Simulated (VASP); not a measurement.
## Ba: single point with r2SCAN

Ba:

```
CELL_PARAMETERS angstrom
1.95500 -3.65000 0.00000
1.95500 3.65000 0.00000
0.00000 0.00000 5.70000
ATOMIC_POSITIONS crystal
Ba 0.00000 0.00000 0.00000
```

This isn't the form of Ba at room conditions, which is bcc.

- Program: VASP 6.6.1
- Task: single point
- Functional: r2SCAN
- Potentials or basis: VASP PAW PBE potentials, release 64 (Ba_sv)
- Cutoff: 520 eV
- k mesh: 6 × 6 × 4
- Occupations: gaussian, width 0.1 eV
- Spin: no spin polarisation
- Dipole correction: no
- Further INCAR settings: ALGO = Normal; EDIFF = 1e-06; NBANDS = 11

```json
{"Pressure": "0.8 GPa", "Band gap on the k mesh": "none (metal or under the smearing width)"}
```

Stress tensor (GPa, compression positive):
```
 2.59  0.00  0.00
 0.00  2.05  0.00
 0.00  0.00 -2.28
```

Levels at points of the mesh, in eV from the Fermi level:
| k point | band 1 | band 2 | band 3 | band 4 | band 5 | band 6 | band 7 | band 8 | band 9 | band 10 |
| --- | --- | --- | --- | --- | --- | --- | --- | --- | --- | --- |
| (0.00, 0.00, 0.00) | -30.19 | -15.03 | -14.51 | -14.50 | -2.48 | 0.00 | 1.74 | 2.64 | 3.40 | 4.40 |
| (0.50, 0.00, 0.00) | -30.08 | -15.43 | -14.88 | -14.71 | -0.80 | 0.81 | 1.72 | 1.79 | 3.61 | 5.84 |
| (0.50, 0.50, 0.00) | -30.12 | -15.28 | -14.92 | -14.64 | -0.64 | 0.80 | 1.36 | 1.39 | 4.02 | 5.83 |
| (0.00, 0.00, 0.50) | -30.19 | -15.05 | -14.51 | -14.50 | -1.78 | -0.33 | 1.77 | 2.48 | 2.67 | 4.20 |
| (0.50, 0.00, 0.50) | -30.08 | -15.43 | -14.90 | -14.71 | -0.64 | -0.12 | 3.15 | 3.25 | 3.27 | 3.70 |
| (0.50, 0.50, 0.50) | -30.12 | -15.28 | -14.93 | -14.64 | -0.46 | -0.22 | 2.71 | 2.83 | 3.49 | 3.75 |

It took 100 s on 1 thread of Intel(R) Xeon(R) Platinum 8488C (Sapphire Rapids) (shared host), peak memory 0.21 GiB.

Caveat: the PAW data sets were made with another functional, which shifts forces and pressure a little. Spin-orbit coupling is left out, which matters for the levels of Ba.
